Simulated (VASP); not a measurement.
Write the native input for VASP 6.6.1 that does the following.

* Task: band structure
* Functional: HSE03
* Potentials or basis: VASP PAW PBE potentials, release 64 (S, Be)
* Cutoff: 520 eV
* k mesh: 6 × 6 × 6
* Occupations: gaussian, width 0.02 eV
* Spin: no spin polarisation
* Ladder: gaps
* Grid for exact exchange (PRECFOCK): Fast
* Further INCAR settings: ALGO = Normal; EDIFF = 1e-07

BeS:

```
CELL_PARAMETERS angstrom
0.00000 2.42500 2.42500
2.42500 0.00000 2.42500
2.42500 2.42500 0.00000
ATOMIC_POSITIONS crystal
S 0.75000 0.75000 0.75000
Be 0.00000 0.00000 0.00000
```

The input as run:

POSCAR

```
BeS
1.0
    0.0000000000      2.4250000000      2.4250000000
    2.4250000000      0.0000000000      2.4250000000
    2.4250000000      2.4250000000      0.0000000000
S Be
1 1
Direct
    0.7500000000      0.7500000000      0.7500000000
    0.0000000000      0.0000000000      0.0000000000
```

INCAR.step1

```
ALGO     = Normal         # electronic algorithm
EDIFF    = 1E-5           # SCF threshold, eV
ENCUT    = 520            # plane-wave cutoff, eV
GGA      = PE             # functional
ISIF     = 2              # what is computed and relaxed
ISMEAR   = 0              # smearing method
KPAR     = 4            
LASPH    = T              # aspherical terms in the spheres
LCHARG   = F              # write CHGCAR
LREAL    = F              # projectors in reciprocal space
LWAVE    = T              # write WAVECAR
NELM     = 100            # most SCF steps
PREC     = Accurate       # precision mode
SIGMA    = 0.02           # smearing width, eV
```

INCAR.step2

```
ALGO     = Normal         # electronic algorithm
EDIFF    = 1E-7           # SCF threshold, eV
ENCUT    = 520            # plane-wave cutoff, eV
GGA      = PE             # functional
HFSCREEN = 0.3            # screening, 1/A
ISIF     = 2              # what is computed and relaxed
ISMEAR   = 0              # smearing method
ISTART   = 1            
KPAR     = 4            
LASPH    = T              # aspherical terms in the spheres
LCHARG   = F              # write CHGCAR
LHFCALC  = T              # exact exchange
LREAL    = F              # projectors in reciprocal space
LWAVE    = F              # write WAVECAR
NELM     = 100            # most SCF steps
PREC     = Accurate       # precision mode
PRECFOCK = Fast         
SIGMA    = 0.02           # smearing width, eV
```

KPOINTS

```
k-points
0
Gamma
  6 6 6
```

KPOINTS_OPT

```
path GXWKGLUWLK,UX
8
line-mode
reciprocal
 0.0000000000  0.0000000000  0.0000000000  G
 0.5000000000  0.0000000000  0.5000000000  X

 0.5000000000  0.0000000000  0.5000000000  X
 0.5000000000  0.2500000000  0.7500000000  W

 0.5000000000  0.2500000000  0.7500000000  W
 0.3750000000  0.3750000000  0.7500000000  K

 0.3750000000  0.3750000000  0.7500000000  K
 0.0000000000  0.0000000000  0.0000000000  G

 0.0000000000  0.0000000000  0.0000000000  G
 0.5000000000  0.5000000000  0.5000000000  L

 0.5000000000  0.5000000000  0.5000000000  L
 0.6250000000  0.2500000000  0.6250000000  U

 0.6250000000  0.2500000000  0.6250000000  U
 0.5000000000  0.2500000000  0.7500000000  W

 0.5000000000  0.2500000000  0.7500000000  W
 0.5000000000  0.5000000000  0.5000000000  L

 0.5000000000  0.5000000000  0.5000000000  L
 0.3750000000  0.3750000000  0.7500000000  K

 0.6250000000  0.2500000000  0.6250000000  U
 0.5000000000  0.0000000000  0.5000000000  X
```

Potentials or basis: VASP PAW PBE potentials, release 64 (S, Be).

Run with:

```bash
$ cat potpaw_PBE.64/S/POTCAR potpaw_PBE.64/Be/POTCAR > POTCAR
$ cp INCAR.step1 INCAR
$ mpirun -np 4 vasp_std > vasp.out
$ cp INCAR.step2 INCAR
$ mpirun -np 4 vasp_std > vasp.out
```

Results of the run:

- Pressure: 0.2 GPa
- Band gap on the k mesh: 3.85 eV, indirect (least direct gap 6.64 eV)
- Band gap along the path: 3.85 eV, indirect (least direct gap 6.62 eV)

Caveat: the PAW data sets were made with another functional, which shifts forces and pressure a little.

It took 2.2 min on 4 MPI ranks on Intel(R) Xeon(R) Platinum 8488C (Sapphire Rapids), on a shared host, peak memory 0.26 GiB a rank.
